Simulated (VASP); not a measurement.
# GaN (P6_3mc) in VASP: settings compared

Aim: see how the results for GaN move with the level of theory and the settings. Levels: PBE, r2SCAN. Tasks: single point, relaxation of cell and atoms.

Everything below comes from runs of VASP 6.6.1. Logs are shortened: lines on timing, memory, paths and dates and some standing lists are left out, and cuts for length are marked.

### 1 Starting point

It takes space group P6_3mc (No. 186, hexagonal). The conventional cell has a = 3.180 Å, b = 3.180 Å, c = 5.166 Å, α = 90.00°, β = 90.00°, γ = 120.00°. Around Ga (site symmetry 3m) lie 4 N at 1.94 to 1.95 Å. Around N (site symmetry 3m) lie 4 Ga at 1.94 to 1.95 Å.

### 2 Single point, PBE

File INCAR:

```
PREC = Accurate
ENCUT = 550
EDIFF = 1E-5
ISMEAR = 0
SIGMA = 0.05
LREAL = F
LASPH = T
NELM = 100
ALGO = Normal
ISIF = 2
LWAVE = F
LCHARG = F
GGA = PE
ADDGRID = F
```

File KPOINTS:

```
Automatic mesh
0
Gamma
  10 10 6
```

File POSCAR:

```
GaN
1.0
    3.1800000000      0.0000000000      0.0000000000
   -1.5900000000      2.7539607840      0.0000000000
    0.0000000000      0.0000000000      5.1660000000
Ga N
2 2
Direct
    0.6521390000      0.3316270000      0.5245870000
    0.3764220000      0.6884330000      0.0161300000
    0.6603830000      0.3218970000      0.8783140000
    0.3311160000      0.6688000000      0.3826530000
```

Potentials or basis: VASP PAW PBE potentials, release 64 (Ga, N).

The run is started by

```console
> cat potpaw_PBE.64/Ga/POTCAR potpaw_PBE.64/N/POTCAR > POTCAR
> mpirun -np 1 vasp_std > vasp.out
```

OUTCAR:

```text
PREC = Accurate
   ENCUT = 550
   EDIFF = 1E-5
   ISMEAR = 0
   LREAL = F
   LASPH = T
   NELM = 100
   ISIF = 2
   GGA = PE

 Found    304 irreducible k-points:

 Following reciprocal coordinates:
            Coordinates               Weight
  0.000000  0.000000  0.000000      1.000000
  0.100000  0.000000  0.000000      2.000000
  0.000000  0.100000  0.000000      2.000000
 -0.100000  0.100000  0.000000      2.000000
  0.200000  0.000000  0.000000      2.000000
  0.000000  0.200000  0.000000      2.000000
   k-points           NKPTS =    304   k-points in BZ     NKDIM =    304   number of bands    NBANDS=     12
   number of dos      NEDOS =    301   number of ions     NIONS =      4
   total plane-waves  NPLWV =  23040
   dimension x,y,z NGX =    24 NGY =   24 NGZ =   40
   dimension x,y,z NGXF=    48 NGYF=   48 NGZF=   80
   ions per type =               2   2
   NGX,Y,Z   is equivalent  to a cutoff of  12.55, 12.55, 12.87 a.u.
   NGXF,Y,Z  is equivalent  to a cutoff of  25.09, 25.09, 25.74 a.u.
 SYSTEM =  unknown system
   PREC   = accura    normal or accurate (medium, high low for compatibility)
   ISTART =      0    job   : 0-new  1-cont  2-samecut
   ICHARG =      2    charge: 1-file 2-atom 10-const
   ISPIN  =      1    spin polarized calculation?
   LNONCOLLINEAR =      F non collinear calculations
   LSORBIT =      F    spin-orbit coupling
   LASPH  =      T    aspherical Exc in radial PAW
   ENCUT  =  550.0 eV  40.42 Ry    6.36 a.u.   6.08  6.08  9.88*2*pi/ulx,y,z
   NELM   =    100;   NELMIN=  2; NELMDL= -5     # of ELM steps
   EDIFF  = 0.1E-04   stopping-criterion for ELM
   LREAL  =      F    real-space projection
   EDIFFG = 0.1E-03   stopping-criterion for IOM
   NSW    =      0    number of steps for IOM
   IBRION =     -1    ionic relax: 0-MD 1-quasi-New 2-CG
   NFREE  =      0    steps in history (QN), initial steepest desc. (CG)
   ISIF   =      2    stress and relaxation
   ISYM   =      2    0-nonsym 1-usesym 2-fastsym
   POTIM  = 0.5000    time-step for ionic-motion
   TEBEG  =    0.0;   TEEND  =   0.0 temperature during run
   PSTRESS=    0.0 pullay stress
   NELECT =      16.0000    total number of electrons
   NUPDOWN=      -1.0000    fix difference up-down
   EMIN   =  10.00;   EMAX   =-10.00  energy-range for DOS
   EFERMI =   0.00;   METHOD = LEGACY
   ISMEAR =     0;   SIGMA  =   0.05  broadening in eV -4-tet -1-fermi 0-gaus
   EFERMI_NEDOS =   21; number of points for ismear=-14 and -15
   IALGO  =     38    algorithm
   IMIX   =      4    mixing-type and parameters
     AMIX     =   0.40;   BMIX     =  1.00
     AMIX_MAG =   1.60;   BMIX_MAG =  1.00
  volume/ion in A,a.u.               =      11.31        76.33
  Fermi-wavevector in a.u.,A,eV,Ry     =   1.157715  2.187764 18.235949  1.340304
  Thomas-Fermi vector in A             =   2.294324
   LORBIT       =      0    0 simple, 1 ext, 2 COOP (PROOUT), +10 PAW based schemes
   GGA     = PE    functional components
   LHFCALC =     F    Hartree Fock is set to
   AEXX    =    0.0000 exact exchange contribution
   IVDW    =     0    specifies the selected vdW correction
   LEPSILON=     F    determine dielectric tensor
   LRPA    =     F    only Hartree local field effects (RPA)
 non-spin polarized calculation
 Gauss-broadening in eV      SIGMA  =   0.05
  energy-cutoff  :      550.00
  volume of cell :       45.24
 maximum number of plane-waves:      1341
   NGX = 13   NGY = 13   NGZ = 19

 number of electron      16.0000001 magnetization

 Free energy of the ion-electron system (eV)
  ---------------------------------------------------
  ext. energy  EPLUGINS =         0.00000000
  ---------------------------------------------------
  free energy    TOTEN  =       -23.94031605 eV

  energy without entropy =      -23.94031605  energy(sigma->0) =      -23.94031605

 E-fermi :   3.4980     XC(G=0): -10.9098

 val. band max:        3.2590598845   @ k =   0.0000   0.0000   0.0000
 cond. band min:       5.1050880513   @ k =   0.0000   0.0000   0.0000
 fundamental gap:      1.8460281668
 Fermi energy:         3.4979814267

 k-point     1 :       0.0000    0.0000    0.0000
  band No.  band energies     occupation
      1     -12.9458      2.00000
      2     -10.4523      2.00000
      3      -4.2419      2.00000
      4       1.7178      2.00000
      5       2.2724      2.00000
      6       2.8083      2.00000
      7       3.0945      2.00000
      8       3.2591      2.00000
      9       5.1051      0.00000
     10       7.6316      0.00000
     11      12.2834      0.00000
     12      12.8977      0.00000

 k-point     2 :       0.1000    0.0000    0.0000
  band No.  band energies     occupation
      1     -12.8113      2.00000
      2     -10.3660      2.00000
      3      -4.1012      2.00000
      4       1.5042      2.00000
      5       1.5814      2.00000
      6       2.4080      2.00000
      7       2.7390      2.00000
      8       3.0164      2.00000
      9       5.8867      0.00000
     10       8.2207      0.00000
     11      11.9228      0.00000
     12      12.2692      0.00000
[... 31 lines left out ...]
 k-point     5 :       0.2000    0.0000    0.0000
  band No.  band energies     occupation
      1     -12.4219      2.00000
      2     -10.1371      2.00000
      3      -3.6973      2.00000
      4       0.0133      2.00000
      5       1.1003      2.00000
      6       1.1679      2.00000
      7       2.4156      2.00000
      8       2.8010      2.00000
      9       7.0083      0.00000
     10       9.1148      0.00000
     11      10.7097      0.00000
     12      11.8014      0.00000

 k-point     6 :       0.0000    0.2000    0.0000
  band No.  band energies     occupation
      1     -12.4071      2.00000
      2     -10.1304      2.00000
      3      -3.6967      2.00000
      4      -0.3161      2.00000
      5       0.8889      2.00000
      6       1.4996      2.00000
      7       2.3568      2.00000
      8       2.9435      2.00000
      9       6.9993      0.00000
     10       9.1183      0.00000
     11      11.0208      0.00000
     12      11.9498      0.00000

 [... further k-points ...]

------------------------ aborting loop because EDIFF is reached ----------------------------------------

  FORCE on cell =-STRESS in cart. coord.  units (eV):
  Direction    XX          YY          ZZ          XY          YZ          ZX
  --------------------------------------------------------------------------------------
  -------------------------------------------------------------------------------------
  Total        1.9708430      3.9024221      7.5754337     -1.0487249     -0.6619562     -0.2559246
  in kB       69.7948451    138.1992054    268.2741410    -37.1392311    -23.4423185     -9.0632384
  external PRESSURE =     158.7560638 kB  Pullay stress =       0.0000000 kB

 VOLUME and BASIS-vectors are now :
 -----------------------------------------------------------------------------
  energy-cutoff  :      550.00
  volume of cell :       45.24
      direct lattice vectors                 reciprocal lattice vectors
     3.180000000  0.000000000  0.000000000     0.314465409  0.181556688  0.000000000
    -1.590000000  2.753960784  0.000000000     0.000000000  0.363113377  0.000000000
     0.000000000  0.000000000  5.166000000     0.000000000  0.000000000  0.193573364

 POSITION                                       TOTAL-FORCE (eV/Angst)
 -----------------------------------------------------------------------------------
      1.54652      0.91329      2.71002         0.415819      0.123141     -2.660081
      0.10241      1.89592      0.08333        -0.994590     -1.145672     -0.308302
      1.58820      0.88649      4.53737         0.879092      1.122098      2.035331
     -0.01044      1.84185      1.97679        -0.300321     -0.099568      0.933052
 -----------------------------------------------------------------------------------
    total drift:                                0.000025     -0.000222     -0.000991

  FREE ENERGIE OF THE ION-ELECTRON SYSTEM (eV)
  ---------------------------------------------------
  free  energy   TOTEN  =       -23.9403160520 eV

  energy  without entropy=      -23.9403160520  energy(sigma->0) =      -23.94031605
```

OSZICAR:

```text
N       E                     dE             d eps       ncg     rms          rms(c)
DAV:   1     0.667035765088E+02    0.66704E+02   -0.78872E+03  7304   0.125E+03
DAV:   2    -0.233743294109E+02   -0.90078E+02   -0.82514E+02 10408   0.236E+02
DAV:   3    -0.282185692745E+02   -0.48442E+01   -0.48091E+01  9592   0.598E+01
DAV:   4    -0.282700786547E+02   -0.51509E-01   -0.51427E-01  8624   0.650E+00
DAV:   5    -0.282709484765E+02   -0.86982E-03   -0.86971E-03  9256   0.799E-01    0.135E+01
DAV:   6    -0.240335657891E+02    0.42374E+01   -0.14957E+01  9032   0.302E+01    0.544E+00
DAV:   7    -0.240022179966E+02    0.31348E-01   -0.84690E-01  7952   0.747E+00    0.311E+00
DAV:   8    -0.239440746248E+02    0.58143E-01   -0.68636E-02  9108   0.267E+00    0.503E-01
DAV:   9    -0.239398507672E+02    0.42239E-02   -0.12930E-02  9644   0.951E-01    0.163E-01
DAV:  10    -0.239403260346E+02   -0.47527E-03   -0.15275E-03  8336   0.308E-01    0.564E-02
DAV:  11    -0.239403140943E+02    0.11940E-04   -0.10742E-04  9428   0.956E-02    0.164E-02
DAV:  12    -0.239403160520E+02   -0.19577E-05   -0.10483E-05  4700   0.319E-02
   1 F= -.23940316E+02 E0= -.23940316E+02  d E =-.569933E-14
```

stdout:

```text
POSCAR found type information on POSCAR GaN
 POSCAR found :  2 types and       4 ions
 scaLAPACK will be used
 LDA part: xc-table for (Slater+PW92), standard interpolation
 POSCAR, INCAR and KPOINTS ok, starting setup
 FFT: planning ... GRIDC
 FFT: planning ... GRID_SOFT
 FFT: planning ... GRID
 WAVECAR not read
 entering main loop
```

It took 46 s on 1 thread of Intel Xeon 6975P-C (Granite Rapids), shared host; peak memory 0.3 GiB.

These settings aren't checked as converged: the numbers below hold their error.

What came out:

| Property | Result |
| --- | --- |
| Free energy | -23.9403 eV |
| Pressure | 15.9 GPa |
| Largest force | 2.695 eV/Å |
| Band gap on the k mesh | 1.85 eV, direct |

### 3 Single point, PBE

Changes to INCAR since step 2:

```diff
@@ -1,4 +1,4 @@
 PREC = Accurate
-ENCUT = 550
-EDIFF = 1E-5
+ENCUT = 450
+EDIFF = 1E-7
 ISMEAR = 0
```

File KPOINTS:

```
Automatic mesh
0
Gamma
  12 12 7
```

File POSCAR:

```
GaN
1.0
    3.1800000000      0.0000000000      0.0000000000
   -1.5900000000      2.7539607840      0.0000000000
    0.0000000000      0.0000000000      5.1660000000
Ga N
2 2
Direct
    0.6666666667      0.3333333333      0.5000000000
    0.3333333333      0.6666666667      0.0000000000
    0.6666666667      0.3333333333      0.8750000000
    0.3333333333      0.6666666667      0.3750000000
```

Potentials or basis: VASP PAW PBE potentials, release 64 (Ga, N).

The run is started by

```console
> cat potpaw_PBE.64/Ga/POTCAR potpaw_PBE.64/N/POTCAR > POTCAR
> mpirun -np 1 vasp_std > vasp.out
```

It took 17 s on 1 thread of Intel Xeon 6975P-C (Granite Rapids), shared host; peak memory 0.17 GiB.

The run converged, but some of its settings lie outside the range that counts as converged, so its numbers aren't taken as properties of the crystal.

What came out:

| Item | Value |
| --- | --- |
| Free energy | -24.2262 eV |
| Largest force | 0.172 eV/Å |
| Band gap on the k mesh | 2.06 eV, direct |

Caveat: the cutoff is under 1.25 times the usual one of these potentials, so pressure, stress and relaxed cells hold a basis-set (Pulay) error.

### 4 Single point, PBE

INCAR is that of step 3.

KPOINTS is that of step 3.

File POSCAR:

```
GaN
1.0
    3.1800000000      0.0000000000      0.0000000000
   -1.5900000000      2.7539607840      0.0000000000
    0.0000000000      0.0000000000      5.1660000000
Ga N
2 2
Direct
    0.6521390000      0.3316270000      0.5245870000
    0.3764220000      0.6884330000      0.0161300000
    0.6603830000      0.3218970000      0.8783140000
    0.3311160000      0.6688000000      0.3826530000
```

The run is started by

```console
> cat potpaw_PBE.64/Ga/POTCAR potpaw_PBE.64/N/POTCAR > POTCAR
> mpirun -np 1 vasp_std > vasp.out
```

Run time: 73 s. Hardware: 1 thread of Intel Xeon 6975P-C (Granite Rapids), shared host; peak memory 0.34 GiB.

These settings aren't checked as converged: the numbers below hold their error.

Results:

```
Free energy            : -23.9467 eV
Largest force          : 2.697 eV/Å
Band gap on the k mesh : 1.85 eV, direct
```

Caveat: the cutoff is under 1.25 times the usual one of these potentials, so pressure, stress and relaxed cells hold a basis-set (Pulay) error.

### 5 Relaxation of cell and atoms, r2SCAN

File INCAR:

```
ALGO     = Normal         # electronic algorithm
EDIFF    = 1E-7           # SCF threshold, eV
EDIFFG   = -0.01          # ionic threshold
ENCUT    = 600            # plane-wave cutoff, eV
IBRION   = 2              # ionic algorithm
ISIF     = 3              # what is computed and relaxed
ISMEAR   = 0              # smearing method
LASPH    = True           # aspherical terms in the spheres
LCHARG   = False          # write CHGCAR
LMIXTAU  = True         
LREAL    = False          # projectors in reciprocal space
LWAVE    = False          # write WAVECAR
METAGGA  = R2SCAN         # meta-GGA
NELM     = 60             # most SCF steps
NSW      = 40             # ionic steps
PREC     = Accurate       # precision mode
SIGMA    = 0.05           # smearing width, eV
```

File KPOINTS:

```
k-points
0
Gamma
  8 8 5
```

File POSCAR:

```
GaN
1.0
    3.1800000000      0.0000000000      0.0000000000
   -1.5900000000      2.7539607840      0.0000000000
    0.0000000000      0.0000000000      5.1660000000
Ga N
2 2
Direct
    0.3333333333      0.6666666667      0.0000000000
    0.6666666667      0.3333333333      0.5000000000
    0.3333333333      0.6666666667      0.3750000000
    0.6666666667      0.3333333333      0.8750000000
```

Potentials or basis: VASP PAW PBE potentials, release 64 (Ga_d, N).

The run is started by

```console
> cat potpaw_PBE.64/Ga_d/POTCAR potpaw_PBE.64/N/POTCAR > POTCAR
> mpirun -np 1 vasp_std > vasp.out
```

Wall time 27 min (1 thread of AMD EPYC 7R43 (Zen 3), shared host); peak memory 0.16 GiB.

The run converged. Its results:

- Free energy: -43.8228 eV
- Relaxed volume: 11.44 Å³/atom
- Relaxed cell: a = 3.188 Å, b = 3.188 Å, c = 5.196 Å, α = 90.00°, β = 90.00°, γ = 120.00°
- Space group after relaxing (to 0.05 Å): P6_3mc (No. 186)
- Energy gained by relaxing: 1.3 meV/atom
- Ionic steps: 5
- Pressure after relaxing: 0.0 GPa
- Band gap on the k mesh: 2.30 eV, direct

Forces on the atoms (eV/Å):
```
Ga   0.000  0.000 -0.003
Ga   0.000  0.000 -0.003
N    0.000  0.000  0.003
N    0.000  0.000  0.003
```

Stress tensor (GPa, compression positive):
```
 0.04  0.00  0.00
 0.00  0.04  0.00
 0.00  0.00 -0.09
```

Step by step:
```
step  energy change (eV)  largest force (eV/Å)  pressure (GPa)  volume (Å³)
   1              0.0000                0.1447            2.20        45.24
   2              0.0000                0.0946           -2.14        46.27
   3             -0.0051                0.0181           -0.01        45.74
   4             -0.0051                0.0156           -0.04        45.75
   5             -0.0051                0.0028            0.00        45.74
```

Final structure:
```cif
data_structure
_symmetry_space_group_name_H-M 'P 1'
_symmetry_Int_Tables_number 1
_cell_length_a 3.1883
_cell_length_b 3.1883
_cell_length_c 5.1959
_cell_angle_alpha 90.000
_cell_angle_beta 90.000
_cell_angle_gamma 120.000
_cell_volume 45.74
loop_
_atom_site_label
_atom_site_type_symbol
_atom_site_fract_x
_atom_site_fract_y
_atom_site_fract_z
_atom_site_occupancy
Ga1 Ga 0.33333 0.66667 0.99917 1
Ga2 Ga 0.66667 0.33333 0.49917 1
N1 N 0.33333 0.66667 0.37583 1
N2 N 0.66667 0.33333 0.87583 1
```

Levels at points of the mesh, in eV from the valence-band top:
```tsv
k point	band 15	band 16	band 17	band 18	band 19	band 20	band 21	band 22
(0.00, 0.00, 0.00)	-1.06	-0.04	0.00	0.00	2.30	4.78	9.92	10.56
(0.50, 0.00, 0.00)	-4.27	-2.81	-2.23	-1.03	5.57	6.09	6.52	9.30
```

Caveat: the PAW data sets were made with another functional, which shifts forces and pressure a little. Zero-point motion and thermal expansion aren't in these numbers.
